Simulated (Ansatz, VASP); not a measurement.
**Two plane-wave programs on Ir**

```
Ir
1.0
     0.00000    1.94815    1.94815
     1.94815    0.00000    1.94815
     1.94815    1.94815    0.00000
Ir
1
Direct
  0.00000 0.00000 0.00000
```

Alike in both runs: task single point; functional PBE; k mesh 20 × 20 × 20; occupations gaussian, width 0.05 eV; no spin polarisation.

|  | VASP | Ansatz |
| --- | --- | --- |
| version | VASP 6.6.1 | Ansatz 0.2.0 |
| potentials or method | VASP PAW PBE potentials, release 64 (Ir) | scalar-relativistic, plane waves, PAW |
| plane-wave cutoff (eV) | 520 | 420 |
| valence electrons in the cell | 9 | 17 |

```tsv
	VASP	Ansatz	Ansatz less VASP
gap on the k mesh at the Fermi level (eV)	none	none	-
pressure (GPa)	-6.3	-6.7	-0.42
```

A gap of «none» marks a metal or a gap that the smearing closes. With one functional, cell and mesh, what is left measures potentials, basis and numerics. The two sets of potentials don't hold the same shells in valence.

Spin-orbit coupling is left out, which matters for the levels of Ir.
